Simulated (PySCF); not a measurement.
# GaAs (F-43m) in PySCF: density of states with PBEsol

Aim: the density of states of GaAs with PBEsol.

Everything below comes from runs of PySCF 2.14.0. Logs are shortened: lines on timing, memory, paths and dates and some standing lists are left out, and cuts for length are marked.

**Measured values to compare with.**

From “Evidence of valence band perturbations in GaAsN/GaAs(001): A combined variable-angle spectroscopic ellipsometry and modulated photoreflectance investigation”, 2008, arxiv:0805.2212, for a bulk crystal of GaAs at 300 K: band gap 1.412 ± 0.01 eV (direct).

The results are compared with them further down.

### Step 1. Starting point

It takes space group F-43m (No. 216, cubic). The conventional cell has a = 5.654 Å, b = 5.654 Å, c = 5.654 Å, α = 90.00°, β = 90.00°, γ = 90.00°. Around As (site symmetry -43m) lie 4 Ga at 2.45 Å. Around Ga (site symmetry -43m) lie 4 As at 2.45 Å.

### Step 2. Density of states, PBEsol

The input, run.py:

```python
import json
import numpy as np
from pyscf.pbc import gto, scf, dft, df

cell = gto.Cell()
cell.basis = {'As': 'DZVP-MOLOPT-SR-GTH-q5', 'Ga': 'DZVP-MOLOPT-SR-GTH-q13'}
cell.pseudo = {'As': 'GTH-PBE-q5', 'Ga': 'GTH-PBE-q13'}
cell.fromfile('GaAs.cif')
cell.ke_cutoff = 211  # hartree
cell.exp_to_discard = 0.02
cell.precision = 1e-08
cell.space_group_symmetry = True
cell.symmorphic = False
cell.max_memory = 5880  # MB
cell.verbose = 4
cell.build()

res = {}
kpts = cell.make_kpts([8, 8, 8], space_group_symmetry=True, time_reversal_symmetry=True)
cell.space_group_symmetry = False  # the mesh holds the operations; no search on the supercells of the integral code
mf = dft.KRKS(cell, kpts, xc='pbesol')
mf = mf.multigrid_numint()
mf = mf.smearing(sigma=0.00183747, method='fermi')  # hartree
mf.conv_tol = 1e-07
mf.max_cycle = 60

mf.kernel()
res.update(converged=bool(mf.converged), e_tot=mf.e_tot, nelec=cell.nelectron, nao=cell.nao, mesh=list(map(int, cell.mesh)), a=cell.lattice_vectors().tolist(), coords=cell.atom_coords().tolist(),
           mo_energy=[np.real(x).tolist() for x in mf.mo_energy], mo_occ=[np.real(x).tolist() for x in mf.mo_occ])
res.update(e_free=mf.e_free, e_zero=mf.e_zero)
res.update(kpts=kpts.kpts_scaled_ibz.tolist(), weights=kpts.weights_ibz.tolist())
res['parts'] = {k: float(np.real(v)) for k, v in mf.scf_summary.items() if np.isscalar(v)}
json.dump(res, open('results.json', 'w'))
if not mf.converged:
    raise SystemExit('SCF not converged')

print('levels (eV)')
for i, kp in enumerate(res['kpts'][:40]):
    print('k %7.4f %7.4f %7.4f  ' % tuple(kp), ' '.join('%.3f' % (x * 27.211386) for x in res['mo_energy'][i][:14]))

mf = mf.to_khf()  # unfold to the whole mesh
kpts = mf.kpts
# Mulliken populations
dm, s = np.asarray(mf.make_rdm1()), np.asarray(mf.get_ovlp())
sites = cell.aoslice_by_atom()[:, 2:]
tot = np.einsum('kij,kji->i', dm, s).real / len(kpts)
res['mulliken'] = [cell.atom_charge(i) - tot[a0:a1].sum() for i, (a0, a1) in enumerate(sites)]
print('Mulliken charges', np.round(res['mulliken'], 5))

# density of states, Gaussians of 0.15 eV
e = np.asarray(mf.mo_energy).real.reshape(1, -1) * 27.211386
ef = mf.get_fermi()
ef = np.max(ef) * 27.211386
x = np.arange(-15, 10.01, 0.1) + round(ef, 1)
dos = np.exp(-((x[:, None, None] - e) / 0.15) ** 2 / 2).sum(-1).T / (0.15 * np.sqrt(2 * np.pi) * len(kpts)) * 2
res.update(dos_e=x.tolist(), dos=dos.tolist())
for a, b in zip(x[::5], dos.T[::5]):
    print('%8.2f' % a, ' '.join('%9.4f' % y for y in b))

# density on a uniform mesh
grids = dft.gen_grid.UniformGrids(cell)
grids.mesh = [21, 21, 21]
grids.build()
ni = dft.numint.KNumInt()
rho = [ni.get_rho(cell, x, grids, kpts) for x in [dm]]
np.save('rho.npy', np.reshape(rho, (-1, *grids.mesh)))
res['done'] = True
json.dump(res, open('results.json', 'w'))
```

The input, GaAs.cif:

```cif
data_GaAs
_cell_length_a 3.99776961
_cell_length_b 3.99776961
_cell_length_c 3.99776961
_cell_angle_alpha 60.00000000
_cell_angle_beta 60.00000000
_cell_angle_gamma 60.00000000
_space_group_name_H-M_alt 'P1'
_space_group_name_Hall 'P 1'
_space_group_IT_number 1
loop_
_space_group_symop_operation_xyz
'x,y,z'
loop_
_atom_site_label
_atom_site_type_symbol
_atom_site_symmetry_multiplicity
_atom_site_Wyckoff_symbol
_atom_site_fract_x
_atom_site_fract_y
_atom_site_fract_z
_atom_site_occupancy
As1 As 1 a 0.7500000000 0.7500000000 0.7500000000 1
Ga1 Ga 1 a 0.0000000000 0.0000000000 0.0000000000 1
```

Potentials or basis: DZVP-MOLOPT-SR/GTH-PBE (potentials made for PBE).

Run with:

```bash
$ OMP_NUM_THREADS=4 python -u run.py > log
```

Standard output:

```text
Discarded 0 diffused primitive functions, 0 contracted functions
time reversal: True
k-points in IBZ                         weights
  0:  0.000000,  0.000000,  0.000000    1/512
  1:  0.500000,  0.500000, -0.000000    3/512
  2:  0.500000,  0.500000,  0.500000    4/512
  3:  0.625000,  0.625000, -0.000000    6/512
  4:  0.625000,  0.625000,  0.625000    8/512
  5:  0.750000,  0.375000,  0.375000    12/512
[... 21 lines left out ...]
 27:  0.875000,  0.875000,  0.750000    12/512
 28:  0.875000,  0.875000,  0.875000    8/512

******** <class 'pyscf.pbc.scf.smearing.SmearingKsymAdaptedKRKS'> ********
method = SmearingKsymAdaptedKRKS
initial guess = minao
damping factor = 0
level_shift factor = 0
DIIS = <class 'pyscf.scf.diis.CDIIS'>
diis_start_cycle = 1
diis_space = 8
diis_damp = 0
SCF conv_tol = 1e-07
SCF conv_tol_grad = None
SCF max_cycles = 60
direct_scf = True
direct_scf_tol = 1e-13

******** PBC SCF flags ********
N kpts (BZ) = 512
N kpts (IBZ) = 29
Exchange divergence treatment (exxdiv) = ewald
    madelung (= occupied orbital energy shift) = 0.05364196287609717
    Total energy shift due to Ewald probe charge = -1/2 * Nelec*madelung = -0.482777665885
DF object = <pyscf.pbc.df.fft.FFTDF object>
XC functionals = pbesol
small_rho_cutoff = 0
Uniform grid, mesh = [51 51 51]
Set gradient conv threshold to 0.000316228
nelec by numeric integration = 17.99999999999997
init E= -80.7067021389707
    sigma = 0.00183747  Optimized mu = 0.265419895356  entropy = 0.000202576025498
nelec by numeric integration = 17.999999999999726
    Total E(T) = -80.7346196886517  Free energy = -80.7346200608791  E0 = -80.7346198747654
cycle= 1 E= -80.7346196886517  delta_E= -0.0279  |g|= 0.896  |ddm|= 12.7
    sigma = 0.00183747  Optimized mu = 0.257484069665  entropy = 0.00573746118691
nelec by numeric integration = 17.99999999999986
    Total E(T) = -80.7311627392021  Free energy = -80.7311732816149  E0 = -80.7311680104085
cycle= 2 E= -80.7311627392021  delta_E= 0.00346  |g|= 0.944  |ddm|= 4.53
    sigma = 0.00183747  Optimized mu = 0.256434882109  entropy = 0.00119248155494
nelec by numeric integration = 17.999999999999794
    Total E(T) = -80.7461003675859  Free energy = -80.746102558735  E0 = -80.7461014631605
cycle= 3 E= -80.7461003675859  delta_E= -0.0149  |g|= 0.054  |ddm|= 2.72
    sigma = 0.00183747  Optimized mu = 0.257913699746  entropy = 0.00139022634155
nelec by numeric integration = 17.99999999999979
    Total E(T) = -80.7461623187924  Free energy = -80.7461648732916  E0 = -80.746163596042
cycle= 4 E= -80.7461623187924  delta_E= -6.2e-05  |g|= 0.00637  |ddm|= 0.189
    sigma = 0.00183747  Optimized mu = 0.257878555601  entropy = 0.00136038655712
nelec by numeric integration = 17.999999999999794
    Total E(T) = -80.7461633023507  Free energy = -80.7461658020201  E0 = -80.7461645521854
cycle= 5 E= -80.7461633023507  delta_E= -9.84e-07  |g|= 0.000429  |ddm|= 0.0235
    sigma = 0.00183747  Optimized mu = 0.257857220582  entropy = 0.00136207389641
nelec by numeric integration = 17.999999999999794
    Total E(T) = -80.7461633031871  Free energy = -80.746165805957  E0 = -80.7461645545721
cycle= 6 E= -80.7461633031871  delta_E= -8.36e-10  |g|= 3.89e-06  |ddm|= 0.00179
    sigma = 0.00183747  Optimized mu = 0.257857200189  entropy = 0.00136211978577
nelec by numeric integration = 17.999999999999787
    Total E(T) = -80.7461633030932  Free energy = -80.7461658059474  E0 = -80.7461645545203
Extra cycle  E= -80.7461633030932  delta_E= 9.4e-11  |g|= 4.66e-06  |ddm|= 2.32e-05
converged SCF energy = -80.7461633030932
levels (eV)
k  0.0000  0.0000  0.0000   -7.978 -7.978 -7.977 -7.893 -7.893 -6.002 6.791 6.791 6.792 7.183 10.453 10.453 10.457 17.577
k  0.5000  0.5000 -0.0000   -8.090 -7.927 -7.926 -7.919 -7.878 -3.461 -0.149 4.044 4.045 8.187 8.325 17.171 17.174 17.961
k  0.5000  0.5000  0.5000   -8.058 -7.955 -7.955 -7.891 -7.891 -4.218 0.033 5.614 5.614 7.672 11.433 11.433 15.485 18.049
k  0.6250  0.6250 -0.0000   -8.078 -7.934 -7.934 -7.915 -7.880 -4.095 0.777 4.304 4.305 8.124 9.078 15.661 15.664 16.529
k  0.6250  0.6250  0.6250   -8.048 -7.958 -7.958 -7.892 -7.892 -4.616 0.795 5.739 5.739 7.797 11.483 11.483 14.711 17.659
k  0.7500  0.3750  0.3750   -8.079 -7.939 -7.933 -7.909 -7.885 -3.500 0.038 2.827 4.471 8.645 11.433 14.978 15.014 15.604
[... 21 lines left out ...]
k  0.8750  0.8750  0.7500   -8.011 -7.970 -7.965 -7.896 -7.892 -5.528 3.573 5.373 6.498 9.009 10.836 10.959 12.200 16.003
k  0.8750  0.8750  0.8750   -7.991 -7.974 -7.974 -7.894 -7.894 -5.822 4.758 6.543 6.544 8.296 10.820 10.820 10.970 16.971
Mulliken charges [-0.17801  0.17801]
   -8.20    7.3705
   -7.70    7.6293
   -7.20    0.0003
   -6.70    0.0000
   -6.20    0.0087
   -5.70    0.2041
[... 43 lines left out ...]
   16.30    0.3722
   16.80    1.0745
```

It took 14 min on 4 threads of Intel Xeon at 2.50GHz (Skylake/Cascade Lake), shared host; peak memory 5.5 GiB.

Results:

| Quantity | Value |
| --- | --- |
| Free energy | -2197.2151 eV |
| Band gap on the k mesh | 0.39 eV, direct |
| Mulliken charges | As -0.18; Ga +0.18 e |

Levels at points of the mesh, in eV from the valence-band top:
| k point | band 6 | band 7 | band 8 | band 9 | band 10 | band 11 | band 12 | band 13 |
| --- | --- | --- | --- | --- | --- | --- | --- | --- |
| (0.00, 0.00, 0.00) | -12.79 | 0.00 | 0.00 | 0.00 | 0.39 | 3.66 | 3.66 | 3.67 |
| (0.50, 0.50, 0.00) | -10.25 | -6.94 | -2.75 | -2.75 | 1.40 | 1.53 | 10.38 | 10.38 |
| (0.50, 0.50, 0.50) | -11.01 | -6.76 | -1.18 | -1.18 | 0.88 | 4.64 | 4.64 | 8.69 |

States per cell in windows of 1 eV (zero at the valence-band top; states under -8 eV left out):
```tsv
from (eV)	total
-8.0	0.01
-7.0	1.14
-6.0	0.43
-5.0	0.25
-4.0	1.17
-3.0	1.34
-2.0	1.26
-1.0	0.38
0.0	0.04
1.0	0.41
2.0	1.30
3.0	0.92
4.0	1.43
5.0	1.34
6.0	1.02
7.0	0.66
```

Caveat: Mulliken charges move with the basis; the basis of atomic orbitals isn't converged, which shifts pressures, moduli and gaps.

### Step 3. Comparison with measurements

Step 2. Measured gap of GaAs: 1.412 eV (direct; 300 K; “Evidence of valence band perturbations in GaAsN/GaAs(001): A combined variable-angle spectroscopic ellipsometry and modulated photoreflectance investigation”, 2008, arxiv:0805.2212). This calculation gives 0.39 eV (-1.02 eV). So large a miss can be the level of theory's own, or it may mean another phase, state or a wrong row. 3 values of this kind are on record (1.412 to 1.51 eV); this one was drawn at random among those near their median, those with a stated uncertainty first. Spin-orbit coupling on As, Ga is left out. The value is that of PBEsol in an atomic basis (DZVP-MOLOPT-SR/GTH-PBE (potentials made for PBE)), whose error adds to the functional's, on a finite k mesh, which can miss the band edges, without temperature or zero-point motion. Semilocal functionals fall short of measured gaps as a rule.
